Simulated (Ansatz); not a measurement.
The cell is COD entry 1522526, as deposited and not checked against the literature; nothing was relaxed.

Gd: DFT, PBE, all-electron PAW with datasets made for the crystal, scalar-relativistic (Ansatz 0.2.0).

```yaml
crystal:
  lattice:
    - [-2.025, 2.025, 2.025]
    - [2.025, -2.025, 2.025]
    - [2.025, 2.025, -2.025]
  atoms:
    - { symbol: Gd, position: [0.0, 0.0, 0.0], spin: 7.0 }
magnetization:
  spin_polarized: true
kpoints:
  mp_grid: { grid: [14, 14, 14] }
  band_path:
    path:
      - [0.0, 0.0, 0.0]
      - [0.5, -0.5, 0.5]
      - [0.0, 0.0, 0.5]
      - [0.0, 0.0, 0.0]
      - [0.25, 0.25, 0.25]
      - [0.5, -0.5, 0.5]
      - [0.25, 0.25, 0.25]
      - [0.0, 0.0, 0.5]
    npoints: 8
scf:
  occupations: { method: fermi_dirac, width: 0.08 }
hamiltonian:
  xc: pbe
  pseudopotentials: { kind: all_electron, datasets: crystal }
output:
  forces: true
  stress: true
  eigenvalues: true
  efg: { contact_densities: true }
```

Output:

```
hamiltonian.pseudopotentials.datasets: crystal makes datasets for this crystal and solves the spheres of its atoms anew in each pass: cutoff 280.0 eV, the density's 1120.0 eV; for an error of 0.50 meV an atom under PBE, 0.5 meV for the cell; an energy difference from a run of another recipe may be off by several times the error for the cell, under r2SCAN by more, where some 0.1 meV an atom stays at smaller errors; Gd in spheres of 1.376 Å, 18 of its electrons in bands
band count auto-derived: 18 (N_el = 18.0; filled up to band 9; 17 by the electrons, moments and atoms)
Gd: output.efg is read without spin–orbit coupling, which moves field gradients at and beside such atoms by some per cent and up to a factor of two; PAW files take it under magnetization.noncollinear and magnetization.spin_orbit
Engine: ansatz 0.2.0
Pseudopotentials: kind: all_electron
Pseudopotential: Gd, paw, valence charge 18, recommended cutoff 280 eV (normal), Koelling and Harmon's equation, gaussian nucleus
Functional definition: PBE
  parameter kappa = 0.804
  parameter beta = 0.06672455060314922
  exchange = pbe_x(kappa = kappa, mu = beta*pi^2/3)
  correlation = pbe_c(beta = beta)
a search for the magnetic state begins, with frozen cores and fixed partial waves. It gives no result and prints no iterations
the search for the magnetic state of this step took 9 SCF iterations with frozen cores. It stayed in its first state, in which the spheres begin
Crystal: 1 atoms, lattice volume = 33.215 Å³
Basis set: ecut = 280 eV, 369 PW (Γ), exchange–correlation on 40×40×40 points (8 copies of the dense FFT grid, shifted against one another)
Bands: 18, of which v1, the nominal top of the filled ones, is band 9 counted from 1 (8 counted from 0)
Symmetry: 48 space group operations
Space group: Im-3m (ITA 229), of the structure as read, at distance tolerance 3.2e-5 Å
Magnetic group: BNS 229.140 (UNI 1642), of the structure as read, at distance tolerance 3.2e-5 Å
k-points: 104 of 2744
Non-local potential: Gd, projectors of the file, l = 0: 2, l = 1: 2, l = 2: 1, l = 3: 2
PAW form: soft (Blöchl's): semilocal exchange-correlation on the pseudo side does not see the compensation charge
PAW one-centre angular grid: Gd, 590 points (default); XC on its mesh's 1837 points in the sphere
Initial density: read from a saved state, or passed on in memory by an earlier SCF of this step, an earlier step, the calling program or the single point that the run made first
Starting moments: Σ|m| = 7 μB on 1 of 1 site; this step starts from the density that it was given
Initial wavefunctions: pseudopotential atomic-orbital guess
Functional: x = pbe(κ = 0.804, μ = 0.2195149727645171), c = pbe(β = 0.06672455060314922)
iter 1 solved again at ethr=5.99e-5 eV; its pass at ethr=1.00e-1 eV (dr2=1.08e-2 eV) is discarded
SCF iter   1: F=—  HF=-306693.210104 eV  |F-HF|=—  |Δ(HF+E_count)|=         —  Δρ=5.50e-3 (↑3.87e-3 ↓5.50e-3)  dr2=7.24e-3  dr2_m=5.21e-3  M=7.554 μB ∫|m|=7.554 μB  β_m=0.30  ethr=5.99e-5  ⟨swp⟩=4.5  Hψ=22956  notcnv=0
preconditioner: auto → Kerker (q_TF=auto, 2.463 Å⁻¹)  [metal: Δε(μ)=0.004 eV  Ē_g=13.398 eV  σ=0.080 eV  W_gap=0.01  n_scr=12 (ndim 8)  ℏωp=25.8 eV  f_vac=0.000  D(μ)=2.60/eV (n_scr^D=18)]
spin=Collinear: Kerker preconditioning applied to the charge; magnetization (m = ρ↑ − ρ↓) channel mixes plain (no charge-response kernel on spin).
SCF iter   2: F=—  HF=-306693.209753 eV  |F-HF|=—  |Δ(HF+E_count)|=   3.51e-4  Δρ=3.19e-3 (↑3.19e-3 ↓3.04e-3)  dr2=6.92e-3  dr2_m=1.66e-4  M=7.638 μB ∫|m|=7.638 μB  β_m=0.32  ethr=4.02e-5  ⟨swp⟩=3.0  Hψ=7942  notcnv=0
SCF iter   3: F=—  HF=-306693.209599 eV  |F-HF|=—  |Δ(HF+E_count)|=   1.55e-4  Δρ=2.16e-3 (↑2.16e-3 ↓9.87e-4)  dr2=1.21e-3  dr2_m=1.41e-4  M=7.615 μB ∫|m|=7.615 μB  β_m=0.41  ethr=3.84e-5  ⟨swp⟩=2.0  Hψ=6357  notcnv=0
SCF iter   4: F=—  HF=-306693.211400 eV  |F-HF|=—  |Δ(HF+E_count)|=   1.80e-3  Δρ=7.34e-4 (↑7.34e-4 ↓4.91e-4)  dr2=3.28e-4  dr2_m=8.13e-6  M=7.619 μB ∫|m|=7.619 μB  β_m=0.54  ethr=6.72e-6  ⟨swp⟩=2.1  Hψ=6406  notcnv=0
SCF iter   5: F=—  HF=-306693.211310 eV  |F-HF|=—  |Δ(HF+E_count)|=   9.00e-5  Δρ=1.91e-4 (↑1.91e-4 ↓1.61e-4)  dr2=5.27e-5  dr2_m=5.96e-7  M=7.618 μB ∫|m|=7.618 μB  β_m=0.58  ethr=1.82e-6  ⟨swp⟩=2.0  Hψ=8254  notcnv=0
SCF iter   6: F=—  HF=-306693.211313 eV  |F-HF|=—  |Δ(HF+E_count)|=   2.68e-6  Δρ=2.32e-4 (↑1.02e-4 ↓2.32e-4)  dr2=7.08e-6  dr2_m=7.22e-6  M=7.613 μB ∫|m|=7.613 μB  β_m=0.58  ethr=2.93e-7  ⟨swp⟩=3.0  Hψ=8809  notcnv=0
SCF iter   7: F=—  HF=-306693.211320 eV  |F-HF|=—  |Δ(HF+E_count)|=   7.44e-6  Δρ=2.02e-4 (↑7.54e-5 ↓2.02e-4)  dr2=7.52e-6  dr2_m=4.84e-6  M=7.612 μB ∫|m|=7.612 μB  β_m=0.79  ethr=3.94e-8  ⟨swp⟩=2.2  Hψ=6424  notcnv=0
iter 8 solved again at ethr=1.97e-10 eV; its pass at ethr=3.94e-8 eV (dr2=3.54e-8 eV) is discarded
SCF iter   8: F=—  HF=-306693.211324 eV  |F-HF|=—  |Δ(HF+E_count)|=   3.41e-6  Δρ=1.17e-5 (↑1.17e-5 ↓1.17e-5)  dr2=3.40e-8  dr2_m=3.15e-8  M=7.611 μB ∫|m|=7.611 μB  β_m=0.88  ethr=1.97e-10  ⟨swp⟩=3.2  Hψ=14630  notcnv=0
SCF iter   9: F=-306693.211324 eV  HF=-306693.211324 eV  |F-HF|=1.09e-8  |Δ(HF+E_count)|=   9.81e-8  Δρ=4.77e-6 (↑3.72e-6 ↓4.77e-6)  dr2=1.02e-8  dr2_m=3.07e-9  M=7.611 μB ∫|m|=7.611 μB  ethr=1.89e-10  ⟨swp⟩=3.1  Hψ=7631  notcnv=0
SCF 1 converged in 9 iterations: F = -306693.211324 eV  dr2 = 1.02e-8
  Residual-converged pass: ⟨swp⟩=2.9  Hψ=5692  notcnv=0  max |occ|·‖R‖ = 3.7e-6 eV (tolerance 3.7e-6 eV)  dr2=1.01e-8  dr2_m=3.07e-9  dr2_onsite=1.29e-8  max |Δocc| = 1.5e-9
  greatest PAW one-centre occupation: 0.996 electrons in one spin orbital (limit 2), on the Gd atom at site 0 (counted from 0), in its partial waves of l = 0
NSCF: frozen V_eff on 57 k-points
SCF converged after 9 iterations
Magnetization: 7.6109 μB (12.8055 up, 5.1945 down)
Absolute magnetization: 7.6109 μB (∫|ρ↑−ρ↓|)
Spin contamination: 0.0056 ħ² per cell (⟨S²⟩ above its minimum at these occupations)
Per-site moments (μB) at R_I (Å): [(7.322605513321443, 1.4468036901973778)]
Free energy (F): -306693.211324 eV
Harris-Foulkes:  -306693.211324 eV  (|F-HF|=1.09e-8)
Internal energy: -306693.160964 eV  (E = F + TS)
E sigma→0 (E₀):  -306693.186144 eV
Entropy (-TS):   -0.050360 eV (-50.360 meV/atom)
Past the cutoff: the bands carry plane waves up to 1.75 times it, of which those up to 1.5 times it add -0.000672 eV an atom, each by itself; the spheres take 0.000512 eV an atom off the energy for waves past 1.75 times it
By the cutoff:   a pressure is off by up to 0.007 GPa (1.2 times the spheres' own share and the shells' term, over an atom's volume, and 0.004 GPa: a bound that held against runs at twice the plane waves)
Past the cutoffs: a stress includes 0.0026 GPa for waves and charges beyond them, in addition to the slope of what the spheres take
In the spheres:  the bands' charges fall short by 1.4e-6 e at most (sound up to 1e-3)
Fermi energy:    14.177102 eV
--- Per-component energies (eV) ---
  The terms above E_closure are by the made datasets' own strengths, without shells solved beside the bands.
--- Forces (eV/Å), atoms counted from 1 ---
  atom   1  Gd     0.00000000    -0.00000000     0.00000000
  max |Σ_I F_I| component: 8.42e-32 eV/Å
--- Stress (GPa, compression-positive) ---
        0.159348       0.000000      -0.000000
        0.000000       0.159348       0.000000
        0.000000      -0.000000       0.159348
  P = ⅓ Tr σ = 0.1593 GPa (1.593 kbar)
--- PAW observables at the nuclei: V_zz in 10²¹ V/m², potentials from the cell's mean, atoms counted from 1 ---
  atom   1  Gd V_zz =    +0.000000   η = 0.0000   by run symmetry: forbidden
            electrostatic potential = -11776.457213 V   contact ρ = 3981490.171010 e/Å³   contact ρ_s (e/Å³): all electrons +4.634005, valence +46.263108
--- Band table (eV; the first three rows and the last of 208) ---
  k-point 0 ↑: bands = ["-31.0469", "-8.1236", "-8.1236", "-8.1236", "9.1326", "9.4485", "9.4485", "9.4485", "9.5753", "9.5753", "9.5753", "9.6050", "15.4730", "15.4730", "15.4730", "17.7000"]
  k-point 1 ↑: bands = ["-31.0436", "-8.1604", "-8.1350", "-8.1237", "9.2783", "9.4504", "9.4520", "9.4529", "9.5710", "9.5734", "9.5735", "9.5988", "15.3709", "15.4372", "15.6256", "17.5365"]
  k-point 2 ↑: bands = ["-31.0344", "-8.2620", "-8.1669", "-8.1242", "9.4553", "9.4622", "9.4655", "9.5591", "9.5621", "9.5691", "9.5891", "9.6938", "15.1036", "15.2710", "16.0740", "17.2787"]
  k-point 103 ↓: bands = ["-27.7234", "-6.2520", "-6.2520", "-6.2520", "13.0538", "13.0538", "14.6226", "14.6884", "14.6884", "14.6884", "14.8803", "14.8803", "14.8803", "21.1009", "21.1009", "21.1009"]
```

Semilocal functionals without a Hubbard term describe localised f shells poorly; where the shell is localised, the real material differs.

The magnetic state is the one reached from the start moments; no search over orders was made, so it needn't be the ground state.
